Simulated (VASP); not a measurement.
Input of a VASP 6.6.1 run:

INCAR

```
PREC = Accurate
ENCUT = 600
EDIFF = 1E-6
ISMEAR = 1
SIGMA = 0.1
LREAL = False
LASPH = True
NELM = 150
ALGO = Normal
ISIF = 2
LWAVE = False
LCHARG = False
ISPIN = 2
MAGMOM = 1 -1 0 0 0 0
LORBIT = 11
LMAXMIX = 4
GGA = PE
NBANDS = 38
AMIX = 0.2
BMIX = 1E-4
AMIX_MAG = 0.8
BMIX_MAG = 1E-4
KPAR = 2
```

KPOINTS

```
regular mesh
0
Gamma
  8 8 14
```

Contents of POSCAR:

```
VO2
1.0
    4.5300000000      0.0000000000      0.0000000000
    0.0000000000      4.5300000000      0.0000000000
    0.0000000000      0.0000000000      2.8690000000
V O
2 4
Direct
    0.0000000000      0.0000000000      0.0000000000
    0.5000000000      0.5000000000      0.5000000000
    0.3050000000      0.3050000000      0.0000000000
    0.1950000000      0.8050000000      0.5000000000
    0.6950000000      0.6950000000      0.0000000000
    0.8050000000      0.1950000000      0.5000000000
```

Potentials or basis: VASP PAW PBE potentials, release 64 (V_sv, O).

The run is started by

```console
$ cat potpaw_PBE.64/V_sv/POTCAR potpaw_PBE.64/O/POTCAR > POTCAR
$ mpirun -np 2 vasp_std > vasp.out
```

Problem. What does it give for the largest force?

Solution. 0.500 eV/Å.

Problem. Predict the site moments.

Solution. V +0.55, -0.55; O +0.01, -0.01 μB.

Forces in eV/Å, atoms in the order of the input:
```
V    0.000  0.000  0.000
V    0.000  0.000  0.000
O   -0.354 -0.354  0.000
O    0.354 -0.354  0.000
O    0.354  0.354  0.000
O   -0.354  0.354  0.000
```
